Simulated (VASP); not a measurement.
# HgSe (F-43m) in VASP: a series of runs, part 2 of 2

VASP 6.6.1. Earlier steps stand in the parts before.

## (5) Relaxation of cell and atoms, PBE

INCAR

```
SYSTEM = HgSe
PREC = Accurate
ENCUT = 600
EDIFF = 1E-6
ISMEAR = 0
SIGMA = 0.1
LREAL = .FALSE.
LASPH = .TRUE.
NELM = 100
ALGO = Normal
ISIF = 3
LWAVE = .FALSE.
LCHARG = .FALSE.
GGA = PE
IBRION = 2
NSW = 100
EDIFFG = -0.005
```

KPOINTS

```
regular mesh
0
G
  12 12 12
  0 0 0
```

POSCAR

```
HgSe
1.0
    0.0000000000      3.1301276995      3.1301276995
    3.1301276995      0.0000000000      3.1301276995
    3.1301276995      3.1301276995      0.0000000000
Hg Se
1 1
Direct
    0.0000000000      0.0000000000      0.0000000000
    0.2500000000      0.2500000000      0.2500000000
```

Potentials or basis: VASP PAW PBE potentials, release 64 (Hg, Se).

Run with:

```console
$ cat potpaw_PBE.64/Hg/POTCAR potpaw_PBE.64/Se/POTCAR > POTCAR
$ mpirun -np 1 vasp_std > vasp.out
```

OUTCAR:

```text
SYSTEM = HgSe
   PREC = Accurate
   ENCUT = 600
   EDIFF = 1E-6
   ISMEAR = 0
   LREAL = .FALSE.
   LASPH = .TRUE.
   NELM = 100
   ISIF = 3
   GGA = PE
   IBRION = 2
   NSW = 100
   EDIFFG = -0.005

 ion  position               nearest neighbor table
   1  0.000  0.000  0.000-   2 2.71   2 2.71   2 2.71   2 2.71
   2  0.250  0.250  0.250-   1 2.71   1 2.71   1 2.71   1 2.71

  LATTYP: Found a face centered cubic cell.
 ALAT       =     6.2602553990

  Lattice vectors:

 A1 = (   0.0000000000,   3.1301276995,   3.1301276995)
 A2 = (   3.1301276995,   0.0000000000,   3.1301276995)
 A3 = (   3.1301276995,   3.1301276995,   0.0000000000)

Analysis of symmetry for initial positions (statically):
=====================================================================
 Subroutine PRICEL returns:
 Original cell was already a primitive cell.

 Routine SETGRP: Setting up the symmetry group for a
 face centered cubic supercell.

 Subroutine GETGRP returns: Found 24 space group operations
 (whereof 24 operations were pure point group operations)
 out of a pool of 48 trial point group operations.

The static configuration has the point symmetry T_d .

Analysis of symmetry for dynamics (positions and initial velocities):
=====================================================================
 Subroutine PRICEL returns:
 Original cell was already a primitive cell.

 Routine SETGRP: Setting up the symmetry group for a
 face centered cubic supercell.

 Subroutine GETGRP returns: Found 24 space group operations
 (whereof 24 operations were pure point group operations)
 out of a pool of 48 trial point group operations.

The dynamic configuration has the point symmetry T_d .

 Subroutine INISYM returns: Found 24 space group operations
 (whereof 24 operations are pure point group operations),
 and found     1 'primitive' translations

----------------------------------------------------------------------------------------

                                     Primitive cell

  volume of cell :      61.3361

  direct lattice vectors                    reciprocal lattice vectors
     0.000000000  3.130127700  3.130127700    -0.159737892  0.159737892  0.159737892
     3.130127700  0.000000000  3.130127700     0.159737892 -0.159737892  0.159737892
     3.130127700  3.130127700  0.000000000     0.159737892  0.159737892 -0.159737892

  length of vectors
     4.426669045  4.426669045  4.426669045     0.276674145  0.276674145  0.276674145

  position of ions in fractional coordinates (direct lattice)
     0.000000000  0.000000000  0.000000000
     0.250000000  0.250000000  0.250000000

  ion indices of the primitive-cell ions
   primitive index   ion index
                 1           1
                 2           2

----------------------------------------------------------------------------------------

 KPOINTS: regular mesh

Automatic generation of k-mesh.
 Grid dimensions read from file:
 generate k-points for:   12   12   12

 Generating k-lattice:

[... 53 lines left out ...]
   ISTART =      0    job   : 0-new  1-cont  2-samecut
   ICHARG =      2    charge: 1-file 2-atom 10-const
   ISPIN  =      1    spin polarized calculation?
   LNONCOLLINEAR =      F non collinear calculations
   LSORBIT =      F    spin-orbit coupling
   LASPH  =      T    aspherical Exc in radial PAW
   ENCUT  =  600.0 eV  44.10 Ry    6.64 a.u.   8.84  8.84  8.84*2*pi/ulx,y,z
   NELM   =    100;   NELMIN=  2; NELMDL= -5     # of ELM steps
   EDIFF  = 0.1E-05   stopping-criterion for ELM
   LREAL  =      F    real-space projection
   EDIFFG = -.5E-02   stopping-criterion for IOM
   NSW    =    100    number of steps for IOM
   IBRION =      2    ionic relax: 0-MD 1-quasi-New 2-CG
   NFREE  =      1    steps in history (QN), initial steepest desc. (CG)
   ISIF   =      3    stress and relaxation
   ISYM   =      2    0-nonsym 1-usesym 2-fastsym
   POTIM  = 0.5000    time-step for ionic-motion
   TEBEG  =    0.0;   TEEND  =   0.0 temperature during run
   PSTRESS=    0.0 pullay stress
   NELECT =      18.0000    total number of electrons
   NUPDOWN=      -1.0000    fix difference up-down
   EMIN   =  10.00;   EMAX   =-10.00  energy-range for DOS
   EFERMI =   0.00;   METHOD = LEGACY
   ISMEAR =     0;   SIGMA  =   0.10  broadening in eV -4-tet -1-fermi 0-gaus
   EFERMI_NEDOS =   21; number of points for ismear=-14 and -15
   IALGO  =     38    algorithm
   IMIX   =      4    mixing-type and parameters
     AMIX     =   0.40;   BMIX     =  1.00
     AMIX_MAG =   1.60;   BMIX_MAG =  1.00
  volume/ion in A,a.u.               =      30.67       206.96
  Fermi-wavevector in a.u.,A,eV,Ry     =   1.087912  2.055855 16.103198  1.183552
  Thomas-Fermi vector in A             =   2.224082
   LORBIT       =      0    0 simple, 1 ext, 2 COOP (PROOUT), +10 PAW based schemes
   GGA     = PE    functional components
   LHFCALC =     F    Hartree Fock is set to
   AEXX    =    0.0000 exact exchange contribution
   IVDW    =     0    specifies the selected vdW correction
   LEPSILON=     F    determine dielectric tensor
   LRPA    =     F    only Hartree local field effects (RPA)
 conjugate gradient relaxation of ions
 non-spin polarized calculation
 Gauss-broadening in eV      SIGMA  =   0.10
  energy-cutoff  :      600.00
  volume of cell :       61.34
 maximum number of plane-waves:      2085
   NGX = 17   NGY = 17   NGZ = 17

--------------------------------------- Ionic step        1  -------------------------------------------

 number of electron      18.0000002 magnetization

 Free energy of the ion-electron system (eV)
  ---------------------------------------------------
  ext. energy  EPLUGINS =         0.00000000
  ---------------------------------------------------
  free energy    TOTEN  =        -4.08931228 eV

  energy without entropy =       -4.08914436  energy(sigma->0) =       -4.08922832

------------------------ aborting loop because EDIFF is reached ----------------------------------------

  FORCE on cell =-STRESS in cart. coord.  units (eV):
  Direction    XX          YY          ZZ          XY          YZ          ZX
  --------------------------------------------------------------------------------------
  -------------------------------------------------------------------------------------
  Total        0.0832307      0.0832307      0.0832307      0.0000000      0.0000000     -0.0000000
  in kB        2.1740926      2.1740926      2.1740926      0.0000000      0.0000000     -0.0000000
  external PRESSURE =       2.1740926 kB  Pullay stress =       0.0000000 kB
[... 95 lines left out ...]
--------------------------------------- Ionic step        4  -------------------------------------------

 number of electron      18.0000002 magnetization

 Free energy of the ion-electron system (eV)
  ---------------------------------------------------
  ext. energy  EPLUGINS =         0.00000000
  ---------------------------------------------------
  free energy    TOTEN  =        -4.08950423 eV

  energy without entropy =       -4.08933582  energy(sigma->0) =       -4.08942003

 E-fermi :   0.9904     XC(G=0):  -8.6269

 val. band max:        0.9150416233   @ k =   0.0000   0.0000   0.0000
 cond. band min:       1.2347677954   @ k =   0.0833   0.0000   0.0000
 fundamental gap:      0.3197261722
 Fermi energy:         0.9903815561

 k-point     1 :       0.0000    0.0000    0.0000
  band No.  band energies     occupation
      1     -11.9470      2.00000
      2      -5.7493      2.00000
      3      -5.7493      2.00000
      4      -5.7493      2.00000
      5      -5.1519      2.00000
      6      -5.1519      2.00000
      7      -0.1336      2.00000
      8       0.9150      1.71334
      9       0.9150      1.71334
     10       0.9150      1.71334
     11       6.5081      0.00000
     12       6.5081      0.00000
     13       6.5081      0.00000
[... 354 lines left out ...]
  band No.  band energies     occupation
      1     -11.5275      2.00000
      2      -5.5824      2.00000
      3      -5.5515      2.00000
      4      -5.1631      2.00000
      5      -5.1275      2.00000
      6      -4.8784      2.00000
      7      -3.8416      2.00000
      8      -0.8451      2.00000
      9      -0.0932      2.00000
     10       2.9949      0.00000
     11       6.4824      0.00000
     12       7.6470      0.00000
     13       7.6762      0.00000

 [... further k-points ...]

------------------------ aborting loop because EDIFF is reached ----------------------------------------

  FORCE on cell =-STRESS in cart. coord.  units (eV):
  Direction    XX          YY          ZZ          XY          YZ          ZX
  --------------------------------------------------------------------------------------
  -------------------------------------------------------------------------------------
  Total        0.0033281      0.0033281      0.0033281      0.0000000      0.0000000      0.0000000
  in kB        0.0865651      0.0865651      0.0865651      0.0000000      0.0000000      0.0000000
  external PRESSURE =       0.0865651 kB  Pullay stress =       0.0000000 kB
[... 17 lines left out ...]
  FREE ENERGIE OF THE ION-ELECTRON SYSTEM (eV)
  ---------------------------------------------------
  free  energy   TOTEN  =        -4.0895042308 eV

  energy  without entropy=       -4.0893358208  energy(sigma->0) =       -4.08942003

 reached required accuracy - stopping structural energy minimisation
```

OSZICAR:

```text
N       E                     dE             d eps       ncg     rms          rms(c)
DAV:   1     0.120469149243E+03    0.12047E+03   -0.91543E+03  1896   0.136E+03
DAV:   2     0.107644107514E+01   -0.11939E+03   -0.11260E+03  2052   0.290E+02
[... 25 lines left out ...]
   3 F= -.40895073E+01 E0= -.40894230E+01  d E =-.194992E-03
       N       E                     dE             d eps       ncg     rms          rms(c)
DAV:   1    -0.408955891690E+01   -0.51021E-04   -0.11492E-03  1972   0.420E-01    0.548E-02
DAV:   2    -0.408950915621E+01    0.49761E-04   -0.11711E-04  1962   0.163E-01    0.192E-02
DAV:   3    -0.408950399725E+01    0.51590E-05   -0.16126E-05  1927   0.414E-02    0.191E-02
DAV:   4    -0.408950423078E+01   -0.23353E-06   -0.12346E-06  1021   0.110E-02
   4 F= -.40895042E+01 E0= -.40894200E+01  d E =-.191954E-03
```

CONTCAR:

```text
HgSe
   1.00000000000000
     0.0000000000000000    3.1345770003127140    3.1345770003127140
     3.1345770003127140    0.0000000000000000    3.1345770003127140
     3.1345770003127140    3.1345770003127140   -0.0000000000000000
  Hg              Se
     1     1
Direct
     0.0000000000000000    0.0000000000000000    0.0000000000000000
     0.2500000000000000    0.2500000000000000    0.2500000000000000

  0.00000000E+00  0.00000000E+00  0.00000000E+00
  0.00000000E+00  0.00000000E+00  0.00000000E+00
```

It took 62 s on 1 thread of Intel Xeon Platinum 8488C (Sapphire Rapids), shared host; peak memory 0.26 GiB.

What came out:

* Free energy: -4.0895 eV
* Relaxed volume: 30.80 Å³/atom
* Relaxed cell: a = 4.433 Å, b = 4.433 Å, c = 4.433 Å, α = 60.00°, β = 60.00°, γ = 60.00°
* Space group after relaxing (to 0.05 Å): F-43m (No. 216)
* Energy gained by relaxing: 0.1 meV/atom
* Ionic steps: 4
* Pressure after relaxing: 0.0 GPa
* Band gap on the k mesh: none (metal or under the smearing width)

Step by step:
```
step  energy change (eV)  largest force (eV/Å)  pressure (GPa)  volume (Å³)
   1              0.0000                0.0000            0.22        61.34
   2             -0.0002                0.0000           -0.04        61.71
   3             -0.0002                0.0000           -0.03        61.64
   4             -0.0002                0.0000            0.01        61.60
```

Final structure:
```cif
data_structure
_symmetry_space_group_name_H-M 'P 1'
_symmetry_Int_Tables_number 1
_cell_length_a 4.4330
_cell_length_b 4.4330
_cell_length_c 4.4330
_cell_angle_alpha 60.000
_cell_angle_beta 60.000
_cell_angle_gamma 60.000
_cell_volume 61.60
loop_
_atom_site_label
_atom_site_type_symbol
_atom_site_fract_x
_atom_site_fract_y
_atom_site_fract_z
_atom_site_occupancy
Hg1 Hg 0.00000 0.00000 0.00000 1
Se1 Se 0.25000 0.25000 0.25000 1
```
